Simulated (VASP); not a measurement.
The system is Mg.

```
Mg
1.0
     3.20930    0.00000    0.00000
    -1.60465    2.77934    0.00000
     0.00000    0.00000    5.21030
Mg
2
Direct
  0.66667 0.33333 0.75000
  0.33333 0.66667 0.25000
```

| Property | Result |
| --- | --- |
| Program | VASP 6.6.1 |
| Task | relaxation of cell and atoms |
| Functional | vdW-DF |
| Potentials or basis | VASP PAW PBE potentials, release 64 (Mg) |
| Cutoff | 600 eV |
| k mesh | 10 × 10 × 5 |
| Occupations | fermi-dirac, width 0.05 eV |
| Spin | no spin polarisation |

At the start: pressure 0.1 GPa; volume 23.24 Å³/atom.

Where does the relaxation end?

Over 5 steps the energy falls by 2.9 meV/atom and the volume is 23.36 Å³/atom (+0.5 %); space group P6_3/mmc (No. 194, to 0.05 Å).

Step by step:
| step | energy change (eV) | largest force (eV/Å) | pressure (GPa) | volume (Å³) |
| --- | --- | --- | --- | --- |
| 1 | 0.0000 | 0.0000 | 0.15 | 46.47 |
| 2 | -0.0024 | 0.0000 | 0.06 | 46.62 |
| 3 | -0.0057 | 0.0000 | -0.17 | 46.95 |
| 4 | -0.0057 | 0.0000 | -0.19 | 46.99 |
| 5 | -0.0059 | 0.0000 | 0.01 | 46.72 |

Final structure:
```
Mg
1.0
     3.17800    0.00000    0.00000
    -1.58900    2.75223    0.00000
     0.00000    0.00000    5.34121
Mg
2
Direct
  0.66667 0.33333 0.75000
  0.33333 0.66667 0.25000
```

Caveat: the PAW data sets were made with another functional, which shifts forces and pressure a little.
